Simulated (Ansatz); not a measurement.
Born–Oppenheimer molecular dynamics of a periodic cell of 25 atoms, Si9O16 (host SiO2, host structure P1, interstitial Si). It goes on from the last frame of an earlier run, with new velocities.

Computed with DFT r2SCAN, scalar-relativistic, plane waves, PAW (Ansatz 0.2.0). Settings: PAW set soft_1, cutoff 500 eV, k mesh 2x2x2, fermi-dirac smearing 0.05 eV, no spin polarisation.

```yaml
ensemble: NVT, Langevin thermostat
time_step: 1 fs
steps_asked: 70
set_temperature: 2100 K
friction: 1 /fs
seed: 834000
```

First frame:

```xyz
25
Lattice="-0.2579 5.2563 5.8652 5.1449 -0.0755 5.8652 4.9011 5.3318 0.0000" Properties=species:S:1:pos:R:3
Si 1.224 1.395 0.654
Si 4.225 2.545 4.841
Si 7.801 4.117 6.707
Si 1.733 2.546 3.156
O 6.730 5.441 6.173
O 2.995 1.948 3.947
O 6.112 7.928 6.258
O 0.985 1.245 2.389
O 2.320 3.831 2.421
O 3.864 9.033 5.941
O 4.178 6.497 5.885
O 5.162 8.317 3.889
Si 5.583 6.405 6.659
Si 4.003 7.886 4.813
Si 2.119 3.790 6.460
Si 6.521 8.051 9.003
O 1.639 5.211 5.947
O 7.787 7.649 9.857
O 6.722 2.826 6.125
O 5.949 6.779 8.357
O 7.254 9.199 8.071
O 3.623 3.657 5.813
O 4.995 1.278 5.431
O 5.200 3.290 3.793
Si 8.328 6.324 7.174
```

(1) What does the run give?

(2) What happens to the structure?

(3) How do temperature and energy run in time?

Results:

(1) The run went to its last step.

| Quantity | Value |
| --- | --- |
| steps done | 70 |
| time covered | 70 fs |
| mean temperature over the second half | 2138 K |
| spread of the potential energy over the second half | 18.4 meV per atom |
| mean potential energy of the second half above the start | 38.1 meV per atom |

A run of 0.07 ps of so small a system gives no equilibrium averages. The friction is so strong that the motion is overdamped, so the time scale means little. Limits of this set-up: a small cell, in which the defect meets its images.

(2) Mean squared displacements from the first frame to the last, about the centre of mass: Si 0.01 Å², O 0.03 Å². The details hang on the random start.

(3) 
```csv
time (fs),T (K),potential energy less start (eV)
0,2016,0.000
2,2502,-0.085
4,1927,-0.238
6,1926,-0.184
8,2527,-0.166
10,1834,-0.510
12,2445,-0.557
14,2188,-0.259
16,2278,-0.035
18,2406,-0.346
20,1937,-0.252
22,2352,-0.051
24,2031,0.269
26,2574,0.525
28,2072,0.712
30,1458,0.574
32,2028,0.686
34,2186,0.803
36,2274,1.421
38,2390,1.526
40,2169,1.413
42,1997,1.277
44,2150,0.825
46,1599,0.735
48,2631,0.305
50,2129,0.021
52,1571,0.346
54,1996,0.504
56,2256,0.802
58,2107,0.630
60,2928,0.833
62,2074,1.005
64,1733,1.231
66,1879,1.675
68,1988,1.454
70,1687,1.244
```

Time of the run: 28 min on 2 threads of Arm Neoverse V2 (shared host), peak memory 1.7 GiB.
